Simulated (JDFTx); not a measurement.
The system is Li.

```
CELL_PARAMETERS angstrom
-1.75465 1.75465 1.75465
1.75465 -1.75465 1.75465
1.75465 1.75465 -1.75465
ATOMIC_POSITIONS crystal
Li 0.00000 0.00000 0.00000
```

```yaml
Program: JDFTx 1.7.0 (patched build)
Task: relaxation of cell and atoms
Functional: PBE
Dispersion: D3
Potentials_or_basis: PseudoDojo-SR-PBE-0.5-standard
Cutoff: 1007 eV
Density_cutoff: 4027 eV
k_mesh: 11 × 11 × 11
Occupations: fermi-dirac, width 0.05 eV
Spin: no spin polarisation
```

At the start: pressure -1.4 GPa; volume 21.61 Å³/atom.

Question: Where does the relaxation end?

Answer: Over 5 steps the energy falls by 11.7 meV/atom and the volume is 19.10 Å³/atom (-11.6 %); space group Im-3m (No. 229, to 0.05 Å).

Step by step:
| step | energy change (eV) | largest force (eV/Å) | pressure (GPa) | volume (Å³) |
| --- | --- | --- | --- | --- |
| 1 | 0.0000 | 0.0000 | -1.38 | 21.61 |
| 2 | -0.0039 | 0.0000 | -1.16 | 21.12 |
| 3 | -0.0117 | 0.0000 | 0.04 | 19.04 |
| 4 | -0.0117 | 0.0000 | 0.00 | 19.10 |
| 5 | -0.0117 | 0.0000 | 0.00 | 19.10 |

Final structure:
```
Li
1.0
    -1.68386    1.68386    1.68386
     1.68386   -1.68386    1.68386
     1.68386    1.68386   -1.68386
Li
1
Direct
  0.00000 0.00000 0.00000
```

The cell as given is a measured one (21.61 Å³/atom); PBE+D3 puts the equilibrium volume -11.6 % from it, thermal expansion not counted.

Caveat: the plane waves are those of the starting cell, so after so large a change of volume the result is rough; the volume moved by -12 % from the deposited cell, more than functionals usually miss; pairwise dispersion overbinds metals, which lowers pressure and volume.
